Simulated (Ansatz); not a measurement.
Crystal: Cu, simple cubic type, 1 atom in the cell.

Level of theory: PBE, plane waves, PAW datasets (generated hard set) (Ansatz 0.2.0 development build).

Cutoff 700 eV; k-mesh 23×23×23 Γ-centred; Fermi–Dirac smearing of 0.0612 eV; no spin polarisation.

The fit to the energies gives V₀ = 13.938 Å³/atom (a₀ = 2.407 Å), B₀ = 103 GPa, B₀′ = 5.00.

(1) What pressure does the program print at V = 14.782 Å³/atom, and how far above the lowest computed point (V = 13.946 Å³/atom) does the energy lie?

Answers

(1) -5.22 GPa and 14.59 meV/atom. All points:

| V (Å³/atom) | a (Å) | E − E(min) (meV/atom) | P (GPa) |
| --- | --- | --- | --- |
| 13.109 | 2.3579 | 17.89 | 7.35 |
| 13.388 | 2.3745 | 7.55 | 4.58 |
| 13.667 | 2.3909 | 1.76 | 2.12 |
| 13.946 | 2.4070 | 0.00 | -0.06 |
| 14.225 | 2.4230 | 1.81 | -1.99 |
| 14.503 | 2.4387 | 6.80 | -3.70 |
| 14.782 | 2.4542 | 14.59 | -5.22 |

The published all-electron PBE values for this crystal (mean of FLEUR and WIEN2k, k-spacing 0.06 Å⁻¹; Bosoni et al., Nat. Rev. Phys. 6, 45 (2024)) are V₀ = 13.935 Å³/atom, B₀ = 102.8 GPa, B₀′ = 5.02. This run's mesh is coarser (spacing 0.11 Å⁻¹), so part of any difference comes from k-sampling.

The stress includes the program's correction for the finite plane-wave basis.

This cubic structure is a model: it isn't the usual form of the substance at ambient conditions, and such phases are metastable or hypothetical. The k-mesh is modest, so these values aren't fully converged in k.
